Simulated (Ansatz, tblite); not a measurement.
PbSe: GFN1-xTB, run from Python

These are simulated results from tblite 0.8.0, not measurements. The cell was built from a prototype and was relaxed with r2SCAN in plane waves (Ansatz 0.2.0). Not every such cell is a known phase. All runs are without spin polarisation.

The symmetry is P6_3mc (No. 186, hexagonal); a = 5.174 Å, c = 6.215 Å in the conventional setting, 36.02 Å³ an atom. Around Pb lie 5 Se at 2.99–3.14 Å; around Se lie 5 Pb at 2.99–3.14 Å.

tblite solves periodic systems at the zone centre alone, so the script builds a cluster of 2×2×2 conventional cells (32 atoms), which folds in a coarse mesh of k points.

run.py reads:

```python
import json
from ase import Atoms
from ase.build import make_supercell
from ase.units import Bohr, GPa, Hartree
from tblite.interface import Calculator

atoms = Atoms(['Pb', 'Pb', 'Se', 'Se'],
              cell=[[5.174144, 0.0, -0.0], [-2.587072, 4.48094, 0.0], [-0.0, -0.0, 6.214775]],
              scaled_positions=[[0.333333, 0.666667, -0.064897], [0.666667, 0.333333, 0.435103], [0.333333, 0.666667, 0.439897], [0.666667, 0.333333, 0.939897]],
              pbc=True)
cluster = make_supercell(atoms, [[2, 0, 0], [0, 2, 0], [0, 0, 2]])
calc = Calculator('GFN1-xTB', cluster.numbers, cluster.positions / Bohr, lattice=cluster.cell[:] / Bohr, periodic=cluster.pbc)
calc.set('temperature', 0.02 / Hartree)
calc.set('max-iter', 150)
res = calc.singlepoint()
levels = res.get('orbital-energies') * Hartree
nv = round(res.get('orbital-occupations').sum() / 2)
cells = len(cluster) // len(atoms)
out = {'energy_per_cell': res.get('energy') * Hartree / cells, 'homo': levels[nv - 1], 'lumo': levels[nv],
       'stress': (-res.get('virial') * Hartree / cluster.get_volume() / GPa).tolist(), 'charges': res.get('charges')[:len(atoms)].tolist(), 'electrons': 2 * nv / cells}
json.dump(out, open('results.json', 'w'))
for key, value in out.items():
    print(key, value)
```

Command: `python run.py`. It took 0.98 s on 1 thread of Arm Neoverse V1 (shared host), peak memory 0.098 GiB.

The log:

```
------------------------------------------------------------
  cycle        total energy    energy error   density error
------------------------------------------------------------
      1     -78.20525120108  -7.7992879E+01   7.3009840E-01
      2     -77.73655804332   4.6869316E-01   7.1565807E-01
      3     -80.95468384366  -3.2181258E+00   1.9509134E-01
      4     -81.15484629587  -2.0016245E-01   1.4563328E-02
      5     -81.15408651937   7.5977650E-04   2.2491890E-02
      6     -81.15720592610  -3.1194067E-03   5.2357286E-04
      7     -81.15720743378  -1.5076832E-06   4.5763827E-05
      8     -81.15720744335  -9.5661790E-09   1.3320874E-05
------------------------------------------------------------

 total:                                   0.341 sec
energy_per_cell -276.05001255007755
homo -9.247951859894307
lumo -7.3146906517703485
stress [[-8.83338864493003, -0.00012225974919440226, -1.7600736193411773e-06], [-0.00012225974919432037, -8.833528922066131, 1.0161790407136878e-06], [-1.7600736193271546e-06, 1.0161790407555029e-06, -0.6670580086782154]]
charges [0.293788026200555, 0.2937847440353467, -0.2937825009312375, -0.2937754733847992]
electrons 20.0
```

The cycle table is in hartree for the whole cluster, and the lines after it are in eV (the energy for one cell). The printed stress is in GPa and positive in compression, and the pressure is its mean diagonal.

GFN1-xTB gives a gap of 1.93 eV. On the same cell, plane-wave PBE (Ansatz, 6×6×4 k points and the special points) gives a gap of 1.16 eV and r2SCAN a gap of 1.48 eV; on shared hosts these took about 13 and 24 core-seconds on the 4-atom cell, against 0.98 for the script. Spin-orbit coupling, left out in all these runs, can cut or reorder the gap by tenths of an eV, up to about 1 eV with Pb or Bi. xTB was fitted to molecules, so gaps, charges and pressures of solids can be far off, and the gap also depends on the size of the cluster.

The same script was run on cells scaled at fixed shape and fractional coordinates:

| volume (Å³/atom) | energy (meV/atom) | pressure (GPa, positive in compression) | gap (eV) |
| --- | --- | --- | --- |
| 31.70 | -75.2 | 1.37 | 2.15 |
| 33.86 | -62.9 | -2.99 | 2.04 |
| 36.02 | 0.0 | -6.11 | 1.93 |
| 38.18 | 94.2 | -7.76 | 1.83 |
| 40.35 | 215.7 | -10.08 | 1.73 |

The pressure crosses zero near 32.4 Å³/atom, but the curve is too rough for a fit.

xTB was fitted mostly to molecules, and a small cluster samples few k points, so gaps, pressures and kinks along a curve can be far from a solid's.

Spin-orbit coupling is left out; in compounds of Pb, Bi, Tl or Hg it can lower a gap by up to about 1 eV, split its edges or invert the bands.
